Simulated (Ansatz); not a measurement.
# HgTe: band gap under strain

How does strain move the band edges of zincblende HgTe, and do the functionals agree on it? States: -4.8 % biaxial strain in x and y, z held; -1.6 % shear in the xy plane; +6.0 % equal strain in all directions.

The runs shown are made with Ansatz 0.2.0. PAW datasets, plane waves. (Simulation; spin polarisation is off.)

### 1 The cell

The unstrained cell was relaxed with r2SCAN; in each strained cell the atoms were relaxed again with r2SCAN. Names of k-points are those of the unstrained zone, where strain can split equivalent points. First state: -4.8 % biaxial strain in x and y, z held.

It is tetragonal, I-4m2 (No. 119); conventional cell a = 4.430 Å, c = 6.578 Å, 32.27 Å³ an atom. Hg has 4 Te at 2.76 Å; Te has 4 Hg at 2.76 Å.

Structure file:

```xyz
2
Lattice="0.0000 3.1323 3.2892 3.1323 0.0000 3.2892 3.1323 3.1323 0.0000" Properties=species:S:1:pos:R:3 pbc="T T T"
Hg    0.0000    0.0000    0.0000
Te    1.5661    1.5661    1.6446
```

### 2 -4.8 % biaxial strain in x and y, z held: PBE

input.yaml

```yaml
crystal:
  lattice:
    - [0.0, 3.1322650575, 3.2891578888]
    - [3.1322650575, 0.0, 3.2891578888]
    - [3.1322650575, 3.1322650575, 0.0]
  atoms:
    - { symbol: Hg, position: [0.0, 0.0, 0.0] }
    - { symbol: Te, position: [0.25, 0.25, 0.25] }
kpoints:
  mp_grid: { grid: [6, 6, 6] }
  band_path:
    path:
      - [0.0, 0.0, 0.0]
      - [-0.5, -0.5, 0.0]
      - [-0.375, -0.375, 0.25]
      - [-0.375, 0.0, 0.375]
      - [0.0, 0.0, 0.5]
      - [-0.5, -0.25, 0.25]
    npoints: 1
hamiltonian:
  xc: pbe
scf:
  occupations: { method: fermi_dirac, width: 0.02 }
  n_extra_bands: 4
output:
  forces: true
  stress: true
  eigenvalues: true
```

Started as:

```
> ansatz run input.yaml --threads 4 --pin off --max-ram 3686MiB --backend cpu --events-out ev --progress --plain --runs-dir out
```

After this run come: -4.8 % biaxial strain in x and y, z held: r2SCAN; -4.8 % biaxial strain in x and y, z held: HSE06; -1.6 % shear in the xy plane: PBE; -1.6 % shear in the xy plane: r2SCAN; -1.6 % shear in the xy plane: HSE06; +6.0 % equal strain in all directions: PBE; +6.0 % equal strain in all directions: r2SCAN; +6.0 % equal strain in all directions: HSE06.

What does the calculation give?

The runs gave:

Least gap in eV (negative: overlap):

```
                                   state   PBE  r2SCAN  HSE06
-4.8 % biaxial strain in x and y, z held  0.00    0.00   0.10
            -1.6 % shear in the xy plane  0.03    0.03   0.05
   +6.0 % equal strain in all directions  0.00    0.00   0.00
```

**Reading.** Spin-orbit coupling is left out of the table, though the cell holds Hg (Z = 80); in an element this heavy it can shift bands and gaps by tenths of an eV.
